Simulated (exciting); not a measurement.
Set up this calculation in exciting (release sodium), as the native input.

```yaml
Task: band structure
Functional: PBE
Potentials_or_basis: all-electron LAPW+lo, shipped species files, valence relativity iora*
rgkmax: 9
k_mesh: 12 × 12 × 12
Occupations: fermi-dirac, width 0.05 eV
Spin: no spin polarisation
outputlevel: low
gmaxvr_cutoff_of_density_and_potential: 14 1/bohr
lmaxapw_and_lmaxmat: 10
lmaxvr: 8
nempty: 12
Valence_relativity: iora*
epsengy: 1e-05 Ha
epspot: 1e-05 Ha
maxscl: 60
Muffin-tin_radii: Pd 2.3 bohr
```

The system is Pd.

```
Pd
1.0
     0.00000    1.94650    1.94650
     1.94650    0.00000    1.94650
     1.94650    1.94650    0.00000
Pd
1
Direct
  0.00000 0.00000 0.00000
```

The input as run:

input.xml

```xml
<input>
  <title>Pd</title>
  <structure speciespath="./" tshift="false">
    <crystal scale="1">
      <basevect>0.000000000000 3.678351901584 3.678351901584</basevect>
      <basevect>3.678351901584 0.000000000000 3.678351901584</basevect>
      <basevect>3.678351901584 3.678351901584 0.000000000000</basevect>
    </crystal>
    <species speciesfile="Pd.xml" rmt="2.3">
      <atom coord="0.000000000000 0.000000000000 0.000000000000"/>
    </species>
  </structure>
  <groundstate do="fromscratch" ngridk="12 12 12" rgkmax="9" gmaxvr="14" lmaxapw="10" lmaxmat="10" lmaxvr="8" xctype="GGA_PBE" stype="Fermi Dirac" swidth="0.00183747" nempty="12" ValenceRelativity="iora*" epsengy="1e-05" epspot="1e-05" maxscl="60" outputlevel="low"/>
  <properties>
    <bandstructure>
      <plot1d>
        <path steps="80">
          <point coord="0 0 0" label="G"/>
          <point coord="0.5 0 0.5" label="X"/>
          <point coord="0.5 0.25 0.75" label="W"/>
          <point coord="0.375 0.375 0.75" label="K"/>
          <point coord="0 0 0" label="G"/>
          <point coord="0.5 0.5 0.5" label="L"/>
          <point coord="0.625 0.25 0.625" label="U"/>
          <point coord="0.5 0.25 0.75" label="W"/>
          <point coord="0.5 0.5 0.5" label="L"/>
          <point coord="0.375 0.375 0.75" label="K" breakafter="true"/>
          <point coord="0.625 0.25 0.625" label="U"/>
          <point coord="0.5 0 0.5" label="X"/>
        </path>
      </plot1d>
    </bandstructure>
  </properties>
</input>
```

Potentials or basis: all-electron LAPW+lo, shipped species files, valence relativity iora*.

Run with:

```bash
$ OMP_NUM_THREADS=1 exciting_smp
```

Results of the run:

```
Band gap on the k mesh : none (metal or under the smearing width)
```

Caveat: the log's total energy holds no entropy term; the free energy is that total less TS from the occupations.

It took 21 s on 1 thread of Arm Neoverse V2, on a shared host, peak memory 0.09 GiB.
